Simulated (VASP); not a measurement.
Computed with PBEsol GGA, VASP's PBE PAW potentials (set 64) (plane waves; VASP).

VASP input:

**KPOINTS**
```
Automatic mesh
0
Gamma
11 11 11
0 0 0
```

INCAR:
```
ALGO=Normal
EDIFF=1E-8
ENCUT=400
GGA=PS
IBRION=8
ISMEAR=0
LASPH=.True.
LCHARG=.False.
LEPSILON=.True.
LMAXMIX=4
LREAL=.False.
LWAVE=.False.
NELM=100
NSW=1
PREC=Accurate
SIGMA=0.01
SYSTEM=AlSb
```

**POSCAR**
```
AlSb
1.0
  0.0000000000   3.0842084677   3.0842084677
  3.0842084677   0.0000000000   3.0842084677
  3.0842084677   3.0842084677   0.0000000000
Al Sb
1 1
Cartesian
  0.0000000000   0.0000000000   0.0000000000
  1.5421042338   1.5421042338   1.5421042338
```

POTCAR, in this order: Al Sb (PBE.64 set). Program: vasp_std.

What VASP printed:

**OUTCAR**
```
 ion  position               nearest neighbor table
   1  0.000  0.000  0.000-   2 2.67   2 2.67   2 2.67   2 2.67
   2  0.250  0.250  0.250-   1 2.67   1 2.67   1 2.67   1 2.67
  LATTYP: Found a face centered cubic cell.
 ALAT       =     6.1684169354
 Subroutine PRICEL returns:
 Original cell was already a primitive cell.
 Subroutine GETGRP returns: Found 24 space group operations
The static configuration has the point symmetry T_d .
The dynamic configuration has the point symmetry T_d .
 Subroutine INISYM returns: Found 24 space group operations
 Subroutine IBZKPT returns following result:
 Found     56 irreducible k-points:

 Following reciprocal coordinates:
            Coordinates               Weight
  0.000000  0.000000  0.000000      1.000000
  0.090909  0.000000  0.000000      8.000000
  0.181818  0.000000  0.000000      8.000000
  0.272727  0.000000  0.000000      8.000000
  0.363636  0.000000  0.000000      8.000000
  0.454545  0.000000  0.000000      8.000000
  0.090909  0.090909  0.000000      6.000000
  0.181818  0.090909  0.000000     24.000000
  0.272727  0.090909  0.000000     24.000000
...
```

**OSZICAR**
```
...
RMM:   6    -0.236305252671E+01    0.77115E-08   -0.17634E-08  1548   0.163E-03
 Linear response to external field (no local field effect), progress :
  Direction:   2
       N       E                     dE             d eps       ncg     rms          rms(c)
RMM:   1    -0.241963562791E+01   -0.24196E+01   -0.10500E+01  1888   0.560E+00
RMM:   2    -0.249462221723E+01   -0.74987E-01   -0.37053E-02  1444   0.111E+00
RMM:   3    -0.249508848798E+01   -0.46627E-03   -0.69500E-04  1443   0.161E-01
RMM:   4    -0.249509500928E+01   -0.65213E-05   -0.25148E-05  1501   0.302E-02
RMM:   5    -0.249509535964E+01   -0.35036E-06   -0.15664E-06  1520   0.712E-03
RMM:   6    -0.249509535810E+01    0.15398E-08   -0.21808E-08  1527   0.167E-03
 Linear response to external field (no local field effect), progress :
  Direction:   3
       N       E                     dE             d eps       ncg     rms          rms(c)
RMM:   1    -0.883294011450E+00   -0.88329E+00   -0.36691E+00  1894   0.390E+00
RMM:   2    -0.924573077670E+00   -0.41279E-01   -0.13124E-02  1449   0.753E-01
RMM:   3    -0.924753058683E+00   -0.17998E-03   -0.28412E-04  1421   0.113E-01
RMM:   4    -0.924755167088E+00   -0.21084E-05   -0.94430E-06  1483   0.196E-02
RMM:   5    -0.924755280513E+00   -0.11343E-06   -0.64846E-07  1497   0.485E-03
RMM:   6    -0.924755270932E+00    0.95816E-08   -0.13633E-08  1509   0.110E-03
 Linear response to external field, progress :
  Direction:   1
       N       E                     dE             d eps       ncg     rms          rms(c)
RMM:   1    -0.186482263168E+01   -0.18648E+01   -0.80560E+00  7295   0.497E+00
RMM:   2    -0.192726442712E+01   -0.62442E-01   -0.27437E-02  5564   0.979E-01    0.162E+00
RMM:   3    -0.186784312035E+01    0.59421E-01   -0.49845E-02  5434   0.117E+00    0.939E-01
RMM:   4    -0.194373102041E+01   -0.75888E-01   -0.69780E-02  5468   0.144E+00    0.144E-01
RMM:   5    -0.196446195849E+01   -0.20731E-01   -0.20749E-03  5580   0.351E-01    0.229E-02
RMM:   6    -0.196596378751E+01   -0.15018E-02   -0.57845E-05  5842   0.535E-02    0.155E-02
RMM:   7    -0.196661950786E+01   -0.65572E-03   -0.14117E-05  5626   0.276E-02    0.160E-03
RMM:   8    -0.196670898833E+01   -0.89480E-04   -0.53282E-07  6088   0.407E-03    0.615E-04
RMM:   9    -0.196671286936E+01   -0.38810E-05   -0.45581E-09  5782   0.171E-03    0.728E-05
RMM:  10    -0.196671497583E+01   -0.21065E-05    0.15634E-07  6139   0.283E-04    0.410E-05
RMM:  11    -0.196671395538E+01    0.10204E-05    0.13793E-07  4826   0.117E-04    0.515E-06
 Linear response to external field, progress :
  Direction:   2
       N       E                     dE             d eps       ncg     rms          rms(c)
RMM:   1    -0.186483503266E+01   -0.18648E+01   -0.80561E+00  7295   0.497E+00
RMM:   2    -0.192726447638E+01   -0.62429E-01   -0.27437E-02  5563   0.979E-01    0.162E+00
RMM:   3    -0.186784300904E+01    0.59421E-01   -0.49849E-02  5435   0.117E+00    0.939E-01
RMM:   4    -0.194373187186E+01   -0.75889E-01   -0.69786E-02  5468   0.144E+00    0.144E-01
RMM:   5    -0.196446227006E+01   -0.20730E-01   -0.20752E-03  5583   0.351E-01    0.229E-02
RMM:   6    -0.196596400209E+01   -0.15017E-02   -0.58000E-05  5829   0.535E-02    0.155E-02
RMM:   7    -0.196661966760E+01   -0.65567E-03   -0.14146E-05  5623   0.276E-02    0.160E-03
RMM:   8    -0.196670919189E+01   -0.89524E-04   -0.50124E-07  6079   0.407E-03    0.615E-04
RMM:   9    -0.196671302816E+01   -0.38363E-05    0.16835E-07  5790   0.171E-03    0.730E-05
RMM:  10    -0.196671515481E+01   -0.21267E-05    0.65702E-07  6144   0.283E-04    0.410E-05
RMM:  11    -0.196671414760E+01    0.10072E-05   -0.99501E-08  4813   0.116E-04    0.517E-06
 Linear response to external field, progress :
  Direction:   3
       N       E                     dE             d eps       ncg     rms          rms(c)
RMM:   1    -0.186609261092E+01   -0.18661E+01   -0.80687E+00  7291   0.497E+00
RMM:   2    -0.192726228163E+01   -0.61170E-01   -0.27393E-02  5563   0.978E-01    0.162E+00
RMM:   3    -0.186784281892E+01    0.59419E-01   -0.49855E-02  5435   0.117E+00    0.939E-01
RMM:   4    -0.194373091295E+01   -0.75888E-01   -0.69785E-02  5468   0.144E+00    0.144E-01
RMM:   5    -0.196446150792E+01   -0.20731E-01   -0.20750E-03  5581   0.351E-01    0.229E-02
RMM:   6    -0.196596417112E+01   -0.15027E-02   -0.57969E-05  5831   0.535E-02    0.155E-02
RMM:   7    -0.196661976198E+01   -0.65559E-03   -0.14146E-05  5632   0.276E-02    0.160E-03
RMM:   8    -0.196670921147E+01   -0.89449E-04   -0.52382E-07  6077   0.407E-03    0.615E-04
RMM:   9    -0.196671303397E+01   -0.38225E-05    0.44528E-08  5802   0.171E-03    0.730E-05
RMM:  10    -0.196671516103E+01   -0.21271E-05    0.39611E-07  6125   0.283E-04    0.410E-05
RMM:  11    -0.196671415484E+01    0.10062E-05    0.15675E-07  4834   0.116E-04    0.518E-06
 Linear response DOF=           2
 Linear response progress:
  Degree of freedom:   1/  2
       N       E                     dE             d eps       ncg     rms          rms(c)
RMM:   1    -0.724480622295E-02   -0.72448E-02    0.47493E-03  7979   0.662E-01
RMM:   2    -0.625074246513E-02    0.99406E-03   -0.42812E-04  5480   0.159E-01    0.443E-02
RMM:   3    -0.619884433103E-02    0.51898E-04   -0.27934E-05  5690   0.368E-02    0.273E-02
RMM:   4    -0.615196025019E-02    0.46884E-04    0.16492E-06  5429   0.240E-02    0.173E-03
RMM:   5    -0.614711662359E-02    0.48436E-05    0.91814E-07  5842   0.405E-03    0.834E-04
RMM:   6    -0.614338792862E-02    0.37287E-05    0.74572E-07  5560   0.152E-03    0.280E-04
RMM:   7    -0.614336693375E-02    0.20995E-07   -0.47048E-09  5833   0.404E-04    0.740E-05
RMM:   8    -0.614332464318E-02    0.42291E-07   -0.47870E-09  5760   0.110E-04    0.174E-05
RMM:   9    -0.614333770757E-02   -0.13064E-07   -0.22344E-09  5985   0.305E-05    0.386E-06
RMM:  10    -0.614332978017E-02    0.79274E-08   -0.80779E-10  6134   0.801E-06    0.214E-06
 Linear response progress:
  Degree of freedom:   2/  2
       N       E                     dE             d eps       ncg     rms          rms(c)
RMM:   1    -0.273172921876E-01   -0.27317E-01    0.38731E-02  7018   0.154E+00
RMM:   2    -0.265552429012E-01    0.76205E-03   -0.12324E-03  5480   0.277E-01    0.656E-02
RMM:   3    -0.266252094013E-01   -0.69967E-04   -0.34130E-05  5617   0.515E-02    0.383E-02
RMM:   4    -0.268163921959E-01   -0.19118E-03   -0.19200E-05  5570   0.320E-02    0.289E-03
RMM:   5    -0.268145773546E-01    0.18148E-05   -0.13017E-06  5755   0.599E-03    0.130E-03
RMM:   6    -0.268081325347E-01    0.64448E-05   -0.75024E-07  5720   0.117E-03    0.444E-04
RMM:   7    -0.268059299367E-01    0.22026E-05   -0.20127E-07  5750   0.494E-04    0.660E-05
RMM:   8    -0.268067603052E-01   -0.83037E-06    0.17646E-08  5815   0.145E-04    0.259E-05
RMM:   9    -0.268066970613E-01    0.63244E-07   -0.67945E-11  5924   0.423E-05    0.832E-06
RMM:  10    -0.268067747773E-01   -0.77716E-07   -0.22768E-09  6073   0.113E-05    0.166E-06
RMM:  11    -0.268067704012E-01    0.43761E-08   -0.55636E-09  5627   0.356E-06    0.411E-07
 Linear response finished
```

**OUTCAR**
```
------------------------ aborting loop because EDIFF is reached ----------------------------------------

 HEAD OF MICROSCOPIC STATIC DIELECTRIC TENSOR (INDEPENDENT PARTICLE, excluding Hartree and local field effects)
 ------------------------------------------------------
          12.889386     0.000000     0.000000
           0.000000    12.889386    -0.000000
           0.000000    -0.000000    12.889386
 ------------------------------------------------------

 MACROSCOPIC STATIC DIELECTRIC TENSOR (including local field effects in DFT)
 ------------------------------------------------------
          12.181347     0.000000     0.000000
           0.000000    12.181347     0.000000
           0.000000     0.000000    12.181347
 ------------------------------------------------------

 PIEZOELECTRIC TENSOR (including local field effects)  for field in x, y, z        (e  Angst)
          XX          YY          ZZ          XY          YZ          ZX
  --------------------------------------------------------------------------------
  x     0.00000     0.00000     0.00000     0.00000    -1.95619     0.00000
  y     0.00000    -0.00000     0.00000     0.00000     0.00000    -1.95619
  z     0.00000     0.00000     0.00000    -1.95619     0.00000     0.00000

 PIEZOELECTRIC TENSOR (including local field effects)  for field in x, y, z        (C/m^2)
          XX          YY          ZZ          XY          YZ          ZX
  --------------------------------------------------------------------------------
  x     0.00000     0.00000     0.00000     0.00000    -0.53415     0.00000
  y     0.00000    -0.00000     0.00000     0.00000     0.00000    -0.53415
  z     0.00000     0.00000     0.00000    -0.53415     0.00000     0.00000

 BORN EFFECTIVE CHARGES (including local field effects) (in |e|, cummulative output)
 ---------------------------------------------------------------------------------
 ion    1
    1     1.82277     0.00000    -0.00000
    2     0.00000     1.82277     0.00000
    3    -0.00000     0.00000     1.82277
 ion    2
    1    -1.82277     0.00000     0.00000
    2     0.00000    -1.82277    -0.00000
    3     0.00000     0.00000    -1.82277

   1 f  =    9.356941 THz    58.791397 2PiTHz  312.113968 cm-1    38.697183 meV
             X         Y         Z           dx          dy          dz
      0.000000  0.000000  0.000000     0.904760   -0.000000    0.000000
      1.542104  1.542104  1.542104    -0.425921    0.000000    0.000000

   2 f  =    9.356941 THz    58.791397 2PiTHz  312.113968 cm-1    38.697183 meV
             X         Y         Z           dx          dy          dz
      0.000000  0.000000  0.000000    -0.000000   -0.904760    0.000000
      1.542104  1.542104  1.542104     0.000000    0.425921    0.000000

   3 f  =    9.356941 THz    58.791397 2PiTHz  312.113968 cm-1    38.697183 meV
             X         Y         Z           dx          dy          dz
      0.000000  0.000000  0.000000     0.000000    0.000000    0.904760
      1.542104  1.542104  1.542104     0.000000    0.000000   -0.425921

   4 f/i=    0.000011 THz     0.000070 2PiTHz    0.000373 cm-1     0.000046 meV
             X         Y         Z           dx          dy          dz
      0.000000  0.000000  0.000000     0.000000    0.000000   -0.425921
      1.542104  1.542104  1.542104     0.000000    0.000000   -0.904760

   5 f/i=    0.000011 THz     0.000070 2PiTHz    0.000373 cm-1     0.000046 meV
             X         Y         Z           dx          dy          dz
      0.000000  0.000000  0.000000    -0.301172   -0.301172    0.000000
      1.542104  1.542104  1.542104    -0.639762   -0.639762    0.000000

   6 f/i=    0.000011 THz     0.000070 2PiTHz    0.000373 cm-1     0.000046 meV
             X         Y         Z           dx          dy          dz
      0.000000  0.000000  0.000000    -0.301172    0.301172    0.000000
      1.542104  1.542104  1.542104    -0.639762    0.639762    0.000000

 MACROSCOPIC STATIC DIELECTRIC TENSOR IONIC CONTRIBUTION
 ------------------------------------------------------
           1.295017     0.000000    -0.000000
           0.000000     1.295017    -0.000000
          -0.000000    -0.000000     1.295017
 ------------------------------------------------------

 ELASTIC MODULI CONTR FROM IONIC RELAXATION (kBar)
 Direction    XX          YY          ZZ          XY          YZ          ZX
 --------------------------------------------------------------------------------
 XX          -0.0000     -0.0000      0.0000     -0.0000      0.0000     -0.0000
 YY          -0.0000     -0.0000     -0.0000     -0.0000     -0.0000     -0.0000
 ZZ           0.0000     -0.0000     -0.0000      0.0000     -0.0000     -0.0000
 XY          -0.0000     -0.0000      0.0000   -191.2358      0.0000      0.0000
 YZ           0.0000     -0.0000     -0.0000      0.0000   -191.2358      0.0000
 ZX          -0.0000     -0.0000     -0.0000      0.0000      0.0000   -191.2358
 --------------------------------------------------------------------------------

 PIEZOELECTRIC TENSOR IONIC CONTR  for field in x, y, z        (C/m^2)
          XX          YY          ZZ          XY          YZ          ZX
  --------------------------------------------------------------------------------
  x    -0.00000     0.00000     0.00000    -0.00000     0.46827     0.00000
  y     0.00000     0.00000     0.00000    -0.00000     0.00000     0.46827
  z     0.00000     0.00000    -0.00000     0.46827    -0.00000    -0.00000
```
(Selected blocks of OUTCAR.)

OUTCAR:
```
 val. band max:        4.5594669397   @ k =   0.0000   0.0000   0.0000

 cond. band min:       5.6921998639   @ k =   0.4545   0.4545   0.0000


 Fermi energy:         4.6052190424

 k-point     1 :       0.0000    0.0000    0.0000
  band No.  band energies     occupation
      1      -6.1080      2.00000
      2       4.5595      2.00000
      3       4.5595      2.00000
      4       4.5595      2.00000
      5       6.0083      0.00000
      6       7.6492      0.00000
      7       7.6492      0.00000
      8       7.6492      0.00000

 k-point     2 :       0.0909    0.0000    0.0000
  band No.  band energies     occupation
      1      -6.0327      2.00000
      2       3.6258      2.00000
      3       4.4546      2.00000
      4       4.4546      2.00000
      5       6.5023      0.00000
      6       7.8109      0.00000
      7       7.8109      0.00000
      8       7.9187      0.00000

 k-point     3 :       0.1818    0.0000    0.0000
  band No.  band energies     occupation
      1      -5.8138      2.00000
      2       2.2378      2.00000
      3       4.2169      2.00000
      4       4.2169      2.00000
      5       6.4582      0.00000
      6       8.1449      0.00000
      7       8.1449      0.00000
      8       9.0317      0.00000

 k-point     4 :       0.2727    0.0000    0.0000
  band No.  band energies     occupation
      1      -5.4769      2.00000
      2       0.9430      2.00000
      3       3.9670      2.00000
      4       3.9670      2.00000
      5       6.1802      0.00000
      6       8.3486      0.00000
      7       8.3486      0.00000
      8      10.3765      0.00000

 k-point     5 :       0.3636    0.0000    0.0000
  band No.  band energies     occupation
      1      -5.0871      2.00000
      2      -0.1094      2.00000
      3       3.7759      2.00000
      4       3.7759      2.00000
      5       5.9541      0.00000
      6       8.3319      0.00000
      7       8.3319      0.00000
...
```

The dielectric response may not be converged in the k-mesh; for small gaps it tends to come out too large. Unless said otherwise, spin-orbit coupling is left out, though it shifts the bands of the heavy elements here.

The compound is AlSb in the zinc blende structure. It was relaxed first.
